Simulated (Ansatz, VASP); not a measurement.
## WSe in VASP and in Ansatz

Contents of INCAR:

```
SYSTEM = WSe
PREC = Accurate ; ENCUT = 520
EDIFF = 1E-6 ; ISMEAR = -1
SIGMA = 0.05 ; LREAL = .False.
LASPH = .True. ; NELM = 60
ALGO = Normal ; ISIF = 2
LWAVE = .False. ; LCHARG = .True.
LELF = .True. ; LVHAR = .True.
NBANDS = 28
```

The input KPOINTS:

```
Automatic mesh
0
Gamma
  9 9 1
  0 0 0
```

The input POSCAR:

```
WSe
1.0
    3.3179375931      0.0000000000      0.0000000000
   -1.6589687965      2.8734182438      0.0000000000
    0.0000000000      0.0000000000     31.6581424200
W Se
2 2
Direct
    0.0000000000      0.0000000000      0.2369058772
    0.0000000000      0.0000000000      0.7630941228
    0.3333333300      0.6666666600      0.2894123711
    0.3333333300      0.6666666600      0.7105876289
```

input.yaml

```yaml
crystal:
  lattice:
    - [3.3179375931, 0.0, 0.0]
    - [-1.6589687965, 2.8734182438, 0.0]
    - [0.0, 0.0, 31.65814242]
  atoms:
    - { symbol: W, position: [0.0, 0.0, 0.2369058772] }
    - { symbol: Se, position: [0.33333333, 0.66666666, 0.2894123711] }
    - { symbol: Se, position: [0.33333333, 0.66666666, 0.7105876289] }
    - { symbol: W, position: [0.0, 0.0, 0.7630941228] }
kpoints:
  mp_grid: { grid: [9, 9, 1] }
scf:
  occupations: { method: fermi_dirac, width: 0.05 }
hamiltonian:
  xc: lda
  pseudopotentials: { kind: all_electron, lapw: { basis_error: 0.002 } }
output:
  forces: true
  stress: true
  eigenvalues: true
```

Alike in both runs: task single point; functional LDA; k mesh 9 × 9 × 1; occupations fermi-dirac, width 0.05 eV; no spin polarisation.

```csv
,VASP,Ansatz
version,VASP 6.6.1,Ansatz 0.2.0
potentials or method,"VASP PAW LDA potentials, release 64 (W_sv, Se)","all-electron LAPW, scalar-relativistic"
plane-wave cutoff (eV),520,see its input
```

|  | VASP | Ansatz | Ansatz less VASP |
| --- | --- | --- | --- |
| gap on the k mesh at the Fermi level (eV) | 0.27 | 0.28 | +0.005 |
| least direct gap on the mesh (eV) | 0.74 | 0.75 | +0.004 |
| rms of the force components (eV/Å) | 0.620 | 0.651 | +0.0310 |

Ansatz ran all-electron here, so the differences hold the error of VASP's frozen core and of both bases.

Caveats: spin-orbit coupling is left out, which moves the levels of the heavy elements (VASP).
